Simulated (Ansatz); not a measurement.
**Every step of a relaxation of InP (CsCl type)**

DFT, PBE, PAW with Ansatz's default frozen-core files, scalar-relativistic (Ansatz 0.2.0); a Γ-centred 14×14×14 k mesh, Fermi–Dirac smearing of 0.08 eV, no spin polarisation. The run relaxes cell and atoms at a target pressure of 61 GPa.

Command: `ansatz run input.yaml --threads 1 --pin off --max-ram 3584MiB --backend cpu --events-out ev --progress --plain --runs-dir out` It took 17 s on 1 thread of Arm Neoverse V1, with other jobs on the host, peak memory 0.34 GiB.

PAW: frozen-core files, cutoff 420 eV; forces are relaxed below 0.005 eV/Å.

Each step lists its enthalpy F + pV a cell above the last geometry, the pressure, the cell vectors (Å), and Cartesian positions (Å) with forces (eV/Å).

The first step:

```
step 1  dH = 17.26 meV  P = 53.6 GPa
  cell 3.0623 0.0000 0.0000  0.0000 3.0623 0.0000  0.0000 0.0000 3.0623
  In 0.0000 0.0000 0.0000   0.0000 0.0000 0.0000
  P 1.5312 1.5312 1.5312   0.0000 0.0000 0.0000
```

Problem. Where does the relaxation end, and by which steps?

Solution. After 4 geometries, with conventional a, b, c = 3.037, 3.037, 3.037 Å, at 14.001 Å³/atom (-2.49 % against the start) in space group Pm-3m, with a shortest distance of 2.630 Å. The further steps:
```
step 2  dH = 32.76 meV  P = 72.4 GPa  (not accepted)
  cell 3.0016 0.0000 0.0000  0.0000 3.0016 0.0000  0.0000 0.0000 3.0016
  In 0.0000 0.0000 0.0000   0.0000 0.0000 0.0000
  P 1.5008 1.5008 1.5008   0.0000 0.0000 0.0000
step 3  dH = 0.06 meV  P = 60.6 GPa
  cell 3.0379 0.0000 0.0000  0.0000 3.0379 0.0000  0.0000 0.0000 3.0379
  In 0.0000 0.0000 0.0000   0.0000 0.0000 0.0000
  P 1.5190 1.5190 1.5190   0.0000 0.0000 0.0000
step 4  dH = 0.00 meV  P = 61.0 GPa
  cell 3.0367 0.0000 0.0000  0.0000 3.0367 0.0000  0.0000 0.0000 3.0367
  In 0.0000 0.0000 0.0000   0.0000 0.0000 0.0000
  P 1.5183 1.5183 1.5183   0.0000 0.0000 0.0000
step 5  dH = 0.46 meV  P = 61.0 GPa  (same geometry on a basis chosen anew; earlier energies don't compare to the last digit)
  cell 3.0367 0.0000 0.0000  0.0000 3.0367 0.0000  0.0000 0.0000 3.0367
  In 0.0000 0.0000 0.0000   0.0000 0.0000 0.0000
  P 1.5183 1.5183 1.5183   0.0000 0.0000 0.0000
```
